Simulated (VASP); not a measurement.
A run of VASP 6.6.1 is set up as follows.

Contents of POSCAR:

```
Ag
1.0
   -1.6344713994      1.6344713994      1.6344713994
    1.6344713994     -1.6344713994      1.6344713994
    1.6344713994      1.6344713994     -1.6344713994
Ag
1
Direct
    0.0000000000      0.0000000000      0.0000000000
```

INCAR.step1

```
SYSTEM = Ag
PREC = Accurate
ENCUT = 520
ISMEAR = -5
SIGMA = 0.05
LREAL = .False.
LASPH = .True.
NELM = 80
LMAXMIX = 4
NBANDS = 12
GGA = PE
ALGO = Normal
EDIFF = 1E-4
LWAVE = .True.
LCHARG = .False.
```

INCAR.step2

```
SYSTEM = Ag
PREC = Accurate
ENCUT = 520
EDIFF = 1E-7
ISMEAR = 0
SIGMA = 0.05
LREAL = .False.
LASPH = .True.
NELM = 80
ALGO = Normal
ISIF = 2
LWAVE = .False.
LCHARG = .False.
LMAXMIX = 4
METAGGA = R2SCAN
LMIXTAU = .True.
LORBIT = 10
NBANDS = 12
ISTART = 1
```

KPOINTS

```
Automatic mesh
0
Gamma
  18 18 18
  0 0 0
```

Potentials or basis: VASP PAW PBE potentials, release 64 (Ag).

Command:

```bash
$ cat potpaw_PBE.64/Ag/POTCAR > POTCAR
$ cp INCAR.step1 INCAR
$ mpirun -np 1 vasp_std > vasp.out
$ cp INCAR.step2 INCAR
$ mpirun -np 1 vasp_std > vasp.out
```

Task: Estimate the pressure.

Result: 0.1 GPa.

Task: What does it give for the band gap on the k mesh?

Result: None (metal or under the smearing width).

Caveat: the PAW data sets were made with another functional, which shifts forces and pressure a little.
